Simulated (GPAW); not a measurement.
Input of a GPAW 26.7.0 run:

Contents of run.py:

```python
from ase import Atoms
from ase.dft.bandgap import bandgap
from ase.io import write
from ase.units import Bohr, GPa
from gpaw import GPAW, PW, setup_paths
from gpaw.elf import elf_from_dft_calculation

setup_paths.insert(0, '.')

atoms = Atoms(['Ga', 'Ga'],
              cell=[[2.7784220849, 0.0, 0.0],
                    [0.0, 3.28160879, 0.0],
                    [-1.3434310986, 0.0, 3.9902731763]],
              scaled_positions=[[0.13459627, 0.75, 0.77016683],
                                [0.86540373, 0.25, 0.22983317]],
              pbc=True)

calc = GPAW(mode=PW(600),
            xc='PBEsol',
            kpts={'size': (10, 8, 7), 'gamma': True},
            occupations={'name': 'fermi-dirac', 'width': 0.05},
            nbands=10,
            convergence={'density': 1e-05, 'energy': 1e-05},
            maxiter=150,
            txt='gpaw.txt')
atoms.calc = calc
energy = atoms.get_potential_energy()
forces = atoms.get_forces()
stress = atoms.get_stress()
calc.write('gs.gpw')
write('result.traj', atoms)
print(f'Energy: {energy:.6f} eV')
print('Forces (eV/A):')
print(forces.round(4))
print('Stress (GPa):', (stress / GPa).round(3))
print('Fermi level:', round(calc.get_fermi_level(), 4), 'eV')
print(f'Gap: {bandgap(calc)[0]:.4f} eV, direct: {bandgap(calc, direct=True)[0]:.4f} eV')

# fields on the real-space grid
write('density.cube', atoms, data=calc.get_pseudo_density() * Bohr**3)
write('potential.cube', atoms, data=calc.get_electrostatic_potential())
write('elf.cube', atoms, data=elf_from_dft_calculation(calc).data)
```

Potentials or basis: PAW data sets generated in the run's folder for this functional, pw.

Run with:

```console
$ gpaw-setup -f PBEsol Ga
$ OMP_NUM_THREADS=1 python run.py
```

Q: What does it give for the band gap on the k mesh?

A: None (metal or under the smearing width).

Q: Estimate the pressure.

A: -0.1 GPa.

Q: What does it give for the largest force?

A: 0.077 eV/Å.

Forces in eV/Å, atoms in the order of the input:
```
Ga  -0.006  0.000 -0.076
Ga   0.006  0.000  0.076
```
